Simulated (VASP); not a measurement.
AlN:

```
CELL_PARAMETERS angstrom
3.11310 0.00000 0.00000
-1.55655 2.69603 0.00000
0.00000 0.00000 4.98181
ATOMIC_POSITIONS crystal
Al 0.33333 0.66667 0.99899
Al 0.66667 0.33333 0.49899
N 0.33333 0.66667 0.38101
N 0.66667 0.33333 0.88101
```

Base run:

```yaml
Program: VASP 6.6.1
Functional: PBEsol
Potentials_or_basis: VASP PAW PBE potentials, release 64 (Al, N)
Cutoff: 520 eV
k_mesh: 6 × 6 × 4
Occupations: gaussian, width 0.03 eV
Spin: no spin polarisation
```

Its results: band gap on the k mesh 4.12 eV, direct; pressure 0.1 GPa.

Question: The run is repeated on the same cell with these changes: functional from PBEsol to HSE06. What comes out?

Answer: Band gap on the k mesh 5.56 eV, direct; pressure -1.8 GPa.

HSE06 gives the wider gap, since exact exchange removes part of the self-interaction.

Caveats: the PAW data sets were made with another functional, which shifts forces and pressure a little.
